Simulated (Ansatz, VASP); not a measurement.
# One calculation of TiO2, two programs

File INCAR:

```
  PREC = Accurate
  ENCUT = 520
  EDIFF = 1E-7
  ISMEAR = 0
  SIGMA = 0.05
  LREAL = F
  LASPH = T
  NELM = 100
  ALGO = Normal
  ISIF = 2
  LWAVE = F
  LCHARG = F
  GGA = PE
  NBANDS = 33
```

File KPOINTS:

```
regular mesh
0
Gamma
  8 8 10
```

Contents of POSCAR:

```
TiO2
1.0
    4.5384148942      0.0000000000      0.0000000000
    0.0000000000      4.5384148942      0.0000000000
    0.0000000000      0.0000000000      3.2681125653
Ti O
2 4
Direct
    0.0000000000      0.0000000000      0.0000000000
    0.5000000000      0.5000000000      0.5000000000
    0.3050970583      0.3050970583      0.0000000000
    0.1949029417      0.8050970583      0.5000000000
    0.6949029417      0.6949029417      0.0000000000
    0.8050970583      0.1949029417      0.5000000000
```

Input for Ansatz:

```yaml
crystal:
  lattice:
    - [4.5384148942, 0.0, 0.0]
    - [0.0, 4.5384148942, 0.0]
    - [0.0, 0.0, 3.2681125653]
  atoms:
    - { symbol: Ti, position: [0.0, 0.0, 0.0] }
    - { symbol: Ti, position: [0.5, 0.5, 0.5] }
    - { symbol: O, position: [0.3050970583, 0.3050970583, 0.0] }
    - { symbol: O, position: [0.1949029417, 0.8050970583, 0.5] }
    - { symbol: O, position: [0.6949029417, 0.6949029417, 0.0] }
    - { symbol: O, position: [0.8050970583, 0.1949029417, 0.5] }
basis:
  ecutwfc: 520.0
kpoints:
  mp_grid: { grid: [8, 8, 10] }
hamiltonian:
  xc: pbe
  pseudopotentials: { kind: paw, azcp: { folder: soft_1 } }
scf:
  occupations: { method: gaussian, width: 0.05 }
output:
  forces: true
  stress: true
  eigenvalues: true
```

Alike in both runs: task single point; functional PBE; k mesh 8 × 8 × 10; occupations gaussian, width 0.05 eV; no spin polarisation.

|  | VASP | Ansatz |
| --- | --- | --- |
| version | VASP 6.6.1 | Ansatz 0.2.0 |
| potentials or method | VASP PAW PBE potentials, release 64 (Ti_sv, O) | scalar-relativistic, plane waves, PAW |
| plane-wave cutoff (eV) | 520 | 520 |
| valence electrons in the cell | 48 | 48 |

VASP gave:

- gap on the k mesh at the Fermi level (eV): 1.67
- least direct gap on the mesh (eV): 1.67
- pressure (GPa): -12.5
- largest component of the traceless stress (GPa): 16.50
- rms of the force components (eV/Å): 0.016

**Question.** What did Ansatz give for the same quantities?

**Answer.** gap on the k mesh at the Fermi level (eV): 1.70; least direct gap on the mesh (eV): 1.70; pressure (GPa): -13.1; largest component of the traceless stress (GPa): 16.55; rms of the force components (eV/Å): 0.022.

Atom by atom the forces differ by 0.006 eV/Å (rms over components). With one functional, cell and mesh, what is left measures potentials, basis and numerics.

A k mesh can miss the band edges.
